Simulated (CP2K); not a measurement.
ZrB2 under changes of volume

One of the cells (10.249 Å³/atom); the others are scaled copies at fixed shape and fractional positions:

```xyz
3
Lattice="3.1700 0.0000 0.0000 -1.5850 2.7453 0.0000 0.0000 0.0000 3.5330" Properties=species:S:1:pos:R:3 pbc="T T T"
Zr    0.0000    0.0000    0.0000
B     1.5850    0.9151    1.7665
B     0.0000    1.8302    1.7665
```

- Program: CP2K 2026.2
- Functional: PBEsol
- Potentials or basis: POTENTIAL_UZH Zr GTH-PBE-q12, B GTH-PBE-q3; TZVP-MOLOPT-PBE-GTH basis
- Density cutoff: 6123 eV
- k mesh: 10 × 10 × 8
- Occupations: fermi-dirac, width 0.05 eV
- Spin: no spin polarisation

```csv
volume (Å³/atom),energy over the lowest point (meV/atom),pressure (GPa)
9.634,24.77,15.3
9.839,9.21,9.1
10.044,?,?
10.249,0.00,-1.5
10.454,4.96,-6.1
10.659,15.52,-10.3
10.864,31.16,-14.1
```

Question: What does the run at 10.044 Å³/atom give?

Answer: Energy over the lowest point 1.21 meV/atom; pressure 3.5 GPa.

Worked out: A Birch-Murnaghan fit of order 3 (a polynomial in V^(-2/3)) to the other rows has its minimum at 10.18 Å³/atom with B0 = V·E''(V) = 247 GPa and B' = 3.9 at fixed shape and positions, which overstates the stiffness. It gives 1.20 meV/atom at 10.044 Å³/atom, against the run's 1.21, and -dE/dV = 3.5 GPa, against 3.5.

Energies are extrapolated to zero smearing.

Caveats: the potentials were made for another functional, which shifts forces and pressure; the basis of atomic orbitals isn't converged, which shifts pressures, moduli and gaps.
